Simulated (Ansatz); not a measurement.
# TaN: how the settings move a single-point run

How sensitive is a single-point run of TaN to its settings? A reference run comes first, then one run with altered input.

Method: reference: DFT, PBE, all-electron LAPW, scalar-relativistic, in Ansatz 0.2.0.

## (1) The structure to begin with

The structure is trigonal, space group R3m (No. 160). Conventional cell: a = 3.082 Å, b = 3.082 Å, c = 7.548 Å, α = 90.00°, β = 90.00°, γ = 120.00°. Around Ta (site symmetry 3m) lie 6 N at 2.07 to 2.30 Å. N (site symmetry 3m) has 6 Ta at 2.07 to 2.30 Å in its first shell of neighbours.

As a file:

```
Ta N
1.0
     0.00000    2.17900    2.17900
     2.17900    0.00000    2.17900
     2.17900    2.17900    0.00000
Ta N
1 1
Cartesian
  2.1790 2.1790 2.1790
  0.1155 0.1155 0.1155
```

## (2) Reference

input.yaml

```yaml
crystal:
  lattice:
    - [0.0, 2.179, 2.179]
    - [2.179, 0.0, 2.179]
    - [2.179, 2.179, 0.0]
  atoms:
    - { symbol: Ta, position: [0.5, 0.5, 0.5] }
    - { symbol: "N", position: [0.0264960991, 0.0264960991, 0.0264960991] }
kpoints:
  mp_grid: { grid: [9, 9, 9] }
scf:
  occupations: { method: fermi_dirac, width: 0.02 }
hamiltonian:
  xc: pbe
  pseudopotentials: { kind: all_electron, lapw: { basis_error: 0.0005 } }
output:
  forces: true
  stress: true
  eigenvalues: true
```

Launch:

```bash
$ ansatz run input.yaml --threads 1 --pin off --max-ram 2048MiB --backend cpu --events-out ev --progress --plain --runs-dir out
```

## (3) Changing settings: mixing.algorithm msr1, mixing.beta 0.3, mixing.ndim 16, preconditioner none

input.yaml, as its differences from that of step 2:

```diff
@@ -12,2 +12,3 @@
   occupations: { method: fermi_dirac, width: 0.02 }
+  mixing: { algorithm: msr1, beta: 0.3, ndim: 16, preconditioner: none }
 hamiltonian:
```

Before running it: what results should come out? Wanted: for each run, ending; energy change; pressure; gap; force.

As calculated:

```csv
run,ending,energy change,pressure (GPa),gap (eV),force (eV/Å),cycles,time
reference,converged,0,21.6,0.00,1.92,8,56 s
"1: mixing.algorithm msr1, mixing.beta 0.3, mixing.ndim 16, preconditioner none",converged,0.0 meV/atom,21.6,0.00,1.92,8,56 s
```

Residual by cycle in the longest SCF loop of each run; runs are numbered as in the table. The quantity is the density residual dr2, in eV.

```csv
cycle,reference,run 1
1,4.74,4.74
2,0.276,0.0617
3,0.0143,0.0286
4,9.0e-4,0.0012
5,2.9e-4,4.1e-5
6,7.8e-6,3.9e-7
7,5.5e-8,4.2e-8
8,3.3e-9,2.0e-9
```

Energy and cycle count are those of the reference, so the change (mixing) left the result and the number of cycles as they were. The structure is not at rest: the sound run finds 22 GPa, so these are no properties of the relaxed crystal. 
